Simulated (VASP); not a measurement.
# AlP in VASP: a series of runs, part 3 of 3

VASP 6.6.1.

### Step 5. Work function, PBEsol

This run uses another cell than the first one, of 46.60 Å³/atom, 1.203 times its volume.

INCAR

```
ALGO = Fast
DIPOL = 0.5 0.5 0.500
EDIFF = 1E-7
ENCUT = 520
GGA = PS
IDIPOL = 3
ISIF = 2
ISMEAR = 0
KPAR = 8
LASPH = True
LCHARG = True
LDIPOL = True
LREAL = False
LVACPOTAV = True
LVHAR = True
LWAVE = False
NELM = 80
PREC = Accurate
SIGMA = 0.05
```

KPOINTS

```
k-points
0
Gamma
  4 6 1
```

POSCAR

```
AlP
1.0
    5.4510000000      0.0000000000      0.0000000000
    0.0000000000      3.8544390640      0.0000000000
    0.0000000000      0.0000000000     35.4905367259
Al P
8 8
Direct
    0.5000000000      0.5000000000      0.3099417764
    0.0000000000      0.0000000000      0.3642441261
    0.5000000000      0.5000000000      0.4185464757
    0.0000000000      0.0000000000      0.4728488252
    0.5000000000      0.5000000000      0.5271511748
    0.0000000000      0.0000000000      0.5814535243
    0.5000000000      0.5000000000      0.6357558739
    0.0000000000      0.0000000000      0.6900582236
    0.7500000000      0.0000000000      0.3099417764
    0.2500000000      0.5000000000      0.3642441261
    0.7500000000      0.0000000000      0.4185464757
    0.2500000000      0.5000000000      0.4728488252
    0.7500000000      0.0000000000      0.5271511748
    0.2500000000      0.5000000000      0.5814535243
    0.7500000000      0.0000000000      0.6357558739
    0.2500000000      0.5000000000      0.6900582236
```

Potentials or basis: VASP PAW PBE potentials, release 64 (Al, P).

Launch:

```sh
$ cat potpaw_PBE.64/Al/POTCAR potpaw_PBE.64/P/POTCAR > POTCAR
$ mpirun -np 8 vasp_std > vasp.out
```

OUTCAR:

```text
EDIFF = 1E-7
   ENCUT = 520
   GGA = PS
   ISIF = 2
   ISMEAR = 0
   LASPH = True
   LREAL = False
   NELM = 80
   PREC = Accurate

 ion  position               nearest neighbor table
   1  0.500  0.500  0.310-   9 2.36   9 2.36  10 2.36
   2  0.000  0.000  0.364-  10 2.36  10 2.36  11 2.36   9 2.36
   3  0.500  0.500  0.419-  12 2.36  11 2.36  11 2.36  10 2.36
   4  0.000  0.000  0.473-  11 2.36  12 2.36  12 2.36  13 2.36
   5  0.500  0.500  0.527-  14 2.36  13 2.36  13 2.36  12 2.36
   6  0.000  0.000  0.581-  13 2.36  14 2.36  14 2.36  15 2.36
   7  0.500  0.500  0.636-  15 2.36  15 2.36  14 2.36  16 2.36
   8  0.000  0.000  0.690-  16 2.36  16 2.36  15 2.36
   9  0.750  0.000  0.310-   1 2.36   1 2.36   2 2.36
  10  0.250  0.500  0.364-   2 2.36   2 2.36   3 2.36   1 2.36
  11  0.750  0.000  0.419-   4 2.36   3 2.36   3 2.36   2 2.36
  12  0.250  0.500  0.473-   3 2.36   4 2.36   4 2.36   5 2.36
  13  0.750  0.000  0.527-   6 2.36   5 2.36   5 2.36   4 2.36
  14  0.250  0.500  0.581-   5 2.36   6 2.36   6 2.36   7 2.36
  15  0.750  0.000  0.636-   7 2.36   7 2.36   6 2.36   8 2.36
  16  0.250  0.500  0.690-   8 2.36   8 2.36   7 2.36

  LATTYP: Found a simple orthorhombic cell.
 ALAT       =     3.8544390640
 B/A-ratio  =     1.4142135625
 C/A-ratio  =     9.2077047105

  Lattice vectors:

 A1 = (   0.0000000000,  -3.8544390640,   0.0000000000)
 A2 = (   5.4510000000,   0.0000000000,   0.0000000000)
 A3 = (   0.0000000000,   0.0000000000,  35.4905367259)

Analysis of symmetry for initial positions (statically):
=====================================================================
 Subroutine PRICEL returns:
 Original cell was already a primitive cell.

 Routine SETGRP: Setting up the symmetry group for a
 simple orthorhombic supercell.

 Subroutine GETGRP returns: Found  4 space group operations
 (whereof  2 operations were pure point group operations)
 out of a pool of  8 trial point group operations.

The static configuration has the point symmetry C_1h.
 The point group associated with its full space group is C_2v.

Analysis of symmetry for dynamics (positions and initial velocities):
[... 160 lines left out ...]
 Gauss-broadening in eV      SIGMA  =   0.05
  energy-cutoff  :      520.00
  volume of cell :      745.68
 maximum number of plane-waves:     20150
 NGX is ok and might be reduce to    42
   NGX = 21   NGY = 15   NGZ =131

 dipolmoment           0.000000      0.000000     -0.000000 electrons x Angstroem

 number of electron      64.0000005 magnetization

 dipolmoment           0.000000      0.000000      0.000000 electrons x Angstroem

 Free energy of the ion-electron system (eV)
  ---------------------------------------------------
  ext. energy  EPLUGINS =         0.00000000
  ---------------------------------------------------
  free energy    TOTEN  =       -83.96576002 eV

  energy without entropy =      -83.96576002  energy(sigma->0) =      -83.96576002

 E-fermi :  -0.4917     XC(G=0):  -4.5410

 val. band max:       -0.7579037961   @ k =   0.0000   0.0000   0.0000
 cond. band min:       0.2825033001   @ k =   0.0000   0.5000   0.0000
 fundamental gap:      1.0404070962
 Fermi energy:        -0.4917171964

 k-point     1 :       0.0000    0.0000    0.0000
  band No.  band energies     occupation
      1     -12.3503      2.00000
      2     -12.0260      2.00000
      3     -11.5520      2.00000
      4     -10.9397      2.00000
      5     -10.3670      2.00000
      6     -10.1044      2.00000
[... 517 lines left out ...]
     40       3.3172      0.00000
     41       3.5304      0.00000

------------------------ aborting loop because EDIFF is reached ----------------------------------------

  FORCE on cell =-STRESS in cart. coord.  units (eV):
  Direction    XX          YY          ZZ          XY          YZ          ZX
  --------------------------------------------------------------------------------------
  -------------------------------------------------------------------------------------
  Total       -2.4188261     -1.4082987      0.6879739      0.0000000      0.0000000      0.0000000
  in kB       -5.1971505     -3.0259060      1.4781979      0.0000000      0.0000000      0.0000000
  external PRESSURE =      -2.2482862 kB  Pullay stress =       0.0000000 kB

 VOLUME and BASIS-vectors are now :
 -----------------------------------------------------------------------------
  energy-cutoff  :      520.00
  volume of cell :      745.68
      direct lattice vectors                 reciprocal lattice vectors
     5.451000000  0.000000000  0.000000000     0.183452578  0.000000000  0.000000000
     0.000000000  3.854439064  0.000000000     0.000000000  0.259441123  0.000000000
     0.000000000  0.000000000 35.490536726     0.000000000  0.000000000  0.028176525

 POSITION                                       TOTAL-FORCE (eV/Angst)
 -----------------------------------------------------------------------------------
      2.72550      1.92722     11.00000         1.342764      0.000000      1.440813
      0.00000      0.00000     12.92722        -0.379141      0.000000      0.023585
      2.72550      1.92722     14.85444         0.256584      0.000000      0.090051
      0.00000      0.00000     16.78166        -0.039645      0.000000     -0.025595
      2.72550      1.92722     18.70888        -0.039645      0.000000      0.025595
      0.00000      0.00000     20.63610         0.256584      0.000000     -0.090051
[... 8 lines left out ...]
      4.08825      0.00000     22.56332        -0.550528      0.000000      0.528606
      1.36275      1.92722     24.49054        -0.583294      0.000000      1.210525
 -----------------------------------------------------------------------------------
    total drift:                               -0.000025     -0.000000      0.000000

  FREE ENERGIE OF THE ION-ELECTRON SYSTEM (eV)
  ---------------------------------------------------
  free  energy   TOTEN  =       -83.9657600225 eV

  energy  without entropy=      -83.9657600225  energy(sigma->0) =      -83.96576002

 vacuum level on the upper side and lower side of the slab         4.215         4.215
```

OSZICAR:

```text
N       E                     dE             d eps       ncg     rms          rms(c)
DAV:   1     0.351169564134E+03    0.35117E+03   -0.21059E+04   984   0.115E+03
DAV:   2    -0.389993992721E+02   -0.39017E+03   -0.37705E+03  1347   0.201E+02
DAV:   3    -0.860373119975E+02   -0.47038E+02   -0.46491E+02  1213   0.699E+01
[... 20 lines left out ...]
RMM:  24    -0.839657570917E+02   -0.23221E-05   -0.85257E-08   766   0.117E-03    0.946E-04
RMM:  25    -0.839657592844E+02   -0.21927E-05   -0.82058E-08   778   0.845E-04    0.718E-04
RMM:  26    -0.839657597450E+02   -0.46057E-06   -0.26879E-08   627   0.538E-04    0.404E-04
RMM:  27    -0.839657599544E+02   -0.20942E-06   -0.19482E-08   605   0.473E-04    0.108E-04
RMM:  28    -0.839657600225E+02   -0.68048E-07   -0.44392E-09   404   0.348E-04
   1 F= -.83965760E+02 E0= -.83965760E+02  d E =-.840895E-15
```

Wall time 3.9 min (8 MPI ranks of Intel Xeon Platinum 8488C (Sapphire Rapids), shared host); peak memory 0.87 GiB.

What came out:

```yaml
Free_energy: -83.9658 eV
Largest_force: 1.970 eV/Å
Band_gap_on_the_k_mesh: 1.04 eV, indirect (least direct gap 1.11 eV)
Ionisation_potential_of_the_upper_face: 4.97 eV
```

Forces in eV/Å, atoms in the order of the input:
```
Al   1.343  0.000  1.441
Al  -0.379  0.000  0.024
Al   0.257  0.000  0.090
Al  -0.040  0.000 -0.026
Al  -0.040  0.000  0.026
Al   0.257  0.000 -0.090
Al  -0.379  0.000 -0.024
Al   1.343  0.000 -1.441
P   -0.583  0.000 -1.211
P   -0.551  0.000 -0.529
P   -0.005  0.000  0.130
P   -0.042  0.000 -0.096
P   -0.042  0.000  0.096
P   -0.005  0.000 -0.130
P   -0.551  0.000  0.529
P   -0.583  0.000  1.211
```

Caveat: the PAW data sets were made with another functional, which shifts forces and pressure a little.

### Step 6. Summary

| cell | vacuum (Å) | gap on the mesh (eV) | largest force (eV/Å) |
| --- | --- | --- | --- |
| Pmn2_1, 38.73 Å³/atom | - | 1.04 | 1.97 |
| Pmn2_1, 24.28 Å³/atom | 5 | 1.05 | 1.88 |
| Pmn2_1, 30.85 Å³/atom | 10 | 1.04 | 1.97 |
| Pmn2_1, 46.6 Å³/atom | 22 | 1.04 | 1.97 |

Alike in all rows: task work function; level PBEsol; potentials or basis VASP PAW PBE potentials, release 64 (Al, P); no spin polarisation; k mesh 4 × 6 × 1; cutoff (eV) 520; smearing gaussian 0.05 eV.

On the cell as given the gap runs from 1.04 eV (PBEsol) to 1.05 eV (PBEsol).

Caveats: the PAW data sets were made with another functional, which shifts forces and pressure a little.

Total energies depend on the potentials used, so only differences within one code and one set of settings carry meaning.
